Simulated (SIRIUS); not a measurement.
## Fe under changes of volume

One of the cells (12.019 Å³/atom); the others are scaled copies at fixed shape and fractional positions:

```
CELL_PARAMETERS angstrom
-1.44300 1.44300 1.44300
1.44300 -1.44300 1.44300
1.44300 1.44300 -1.44300
ATOMIC_POSITIONS crystal
Fe 0.00000 0.00000 0.00000
```

| Quantity | Value |
| --- | --- |
| Program | SIRIUS 7.12.0 |
| Functional | RPBE |
| Potentials or basis | all-electron FP-LAPW |
| Cutoff | 205 eV |
| Basis | apw+lo standard |
| k mesh | 13 × 13 × 13 |
| Occupations | fermi-dirac, width 0.05 eV |
| Spin | collinear spin, ferromagnetic start |
| Starting moments | [3.0] μB |

| volume (Å³/atom) | energy over the lowest point (meV/atom) | moment (μB per cell) |
| --- | --- | --- |
| 11.298 | 4.90 | 2.13 |
| 11.538 | 0.00 | 2.17 |
| 11.778 | 0.64 | 2.23 |
| 12.019 | ? | ? |
| 12.259 | 13.16 | 2.37 |
| 12.499 | 23.44 | 2.48 |
| 12.740 | 34.06 | 2.57 |

Q: What does the run at 12.019 Å³/atom give?

A: Energy over the lowest point 5.25 meV/atom; moment 2.30 μB per cell.

Worked out: A Birch-Murnaghan fit of order 3 (a polynomial in V^(-2/3)) to the other rows has its minimum at 11.62 Å³/atom with B0 = V·E''(V) = 164 GPa (rough, since the energies scatter). It gives 5.51 meV/atom at 12.019 Å³/atom, against the run's 5.25. A parabola through the other rows of the moment, of slope 0.309 μB per Å³/atom there, gives 2.30 μB, against the run's 2.30.

Energies are extrapolated to zero smearing.
